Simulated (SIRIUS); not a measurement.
The system is Ir.

```
Ir
1.0
     2.70907    0.00000    0.00000
     1.35453    2.34612    0.00000
     1.35453    0.78204    2.21194
Ir
1
Direct
  0.00000 0.00000 0.00000
```

* Program: SIRIUS 7.10.0
* Task: relaxation of cell and atoms
* Functional: RPBE
* Potentials or basis: PseudoDojo 0.4.1 PBE standard (scalar relativistic)
* Cutoff: 937 eV
* Density cutoff: 3749 eV
* k mesh: 8 × 8 × 8
* Occupations: fermi-dirac, width 0.05 eV
* Spin: no spin polarisation

At the start: pressure 16.3 GPa; volume 14.06 Å³/atom.

Task: Where does the relaxation end?

Result: Over 4 steps the energy falls by 31.1 meV/atom and the volume is 14.69 Å³/atom (+4.5 %); space group Fm-3m (No. 225, to 0.05 Å).

Step by step:
| step | energy change (eV) | largest force (eV/Å) | pressure (GPa) | volume (Å³) |
| --- | --- | --- | --- | --- |
| 1 | 0.0000 | 0.0000 | 16.32 | 14.06 |
| 2 | -0.0267 | 0.0000 | -5.46 | 14.95 |
| 3 | -0.0310 | 0.0000 | -0.38 | 14.71 |
| 4 | -0.0311 | 0.0000 | 0.01 | 14.69 |

Final structure:
```
CELL_PARAMETERS angstrom
2.74917 0.00000 0.00000
1.37458 2.38085 0.00000
1.37458 0.79362 2.24469
ATOMIC_POSITIONS crystal
Ir 0.00000 0.00000 0.00000
```

Caveat: the potentials were made for another functional, which shifts forces and pressure.
